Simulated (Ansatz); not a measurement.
# TaSi2: the cost of one run

Program: Ansatz 0.2.0. Level of theory: DFT PBE, scalar-relativistic, plane waves, PAW. These are calculated values, not measurements.

**1. The starting structure**

Symmetry: Fd-3m, No. 227, cubic system. The conventional cell has a = 7.038 Å, b = 7.038 Å, c = 7.038 Å, α = 90.00°, β = 90.00°, γ = 90.00°. Ta (site symmetry -43m) is surrounded by 12 Si at 2.92 Å and 4 Ta at 3.05 Å. Si (site symmetry -3m) is surrounded by 6 Si at 2.49 Å and 6 Ta at 2.92 Å.

Coordinates:

```
CELL_PARAMETERS angstrom
0.00000 3.51914 3.51914
3.51914 0.00000 3.51914
3.51914 3.51914 0.00000
ATOMIC_POSITIONS crystal
Ta 0.00000 0.00000 0.00000
Ta 0.25000 0.25000 0.25000
Si 0.62500 0.62500 0.62500
Si 0.12500 0.62500 0.62500
Si 0.62500 0.62500 0.12500
Si 0.62500 0.12500 0.62500
```

(A quick probe on a coarse mesh, which set the mesh and smearing, is not shown.)

**3. Coarse relaxation**

Input file input.yaml:

```yaml
crystal:
  lattice:
    - [0.0, 3.5191448776, 3.5191448776]
    - [3.5191448776, 0.0, 3.5191448776]
    - [3.5191448776, 3.5191448776, 0.0]
  atoms:
    - { symbol: Ta, position: [0.0, 0.0, 0.0] }
    - { symbol: Ta, position: [0.25, 0.25, 0.25] }
    - { symbol: Si, position: [0.625, 0.625, 0.625] }
    - { symbol: Si, position: [0.125, 0.625, 0.625] }
    - { symbol: Si, position: [0.625, 0.625, 0.125] }
    - { symbol: Si, position: [0.625, 0.125, 0.625] }
basis:
  ecutwfc: 420
kpoints:
  mp_grid: { grid: [4, 4, 4] }
hamiltonian:
  xc: pbe
scf:
  occupations: { method: gaussian, width: 0.1 }
  lower_state_search: "off"
output:
  forces: true
  stress: true
  eigenvalues: true
relax:
  adjacent_minimum: "off"
  f_tol: 0.04
  max_steps: 70
  cell: { stress_tol: 0.4 }
```

Run with:

```bash
ansatz run input.yaml --threads 1 --pin off --max-ram 2560MiB --backend cpu --events-out ev --progress --plain --runs-dir out
```

**Question.** How long does this run take on 1 thread of Intel Xeon 6975P-C (Granite Rapids), shared host, and how much memory does it need?

About 4.5 s, with a peak of 0.37 GiB.
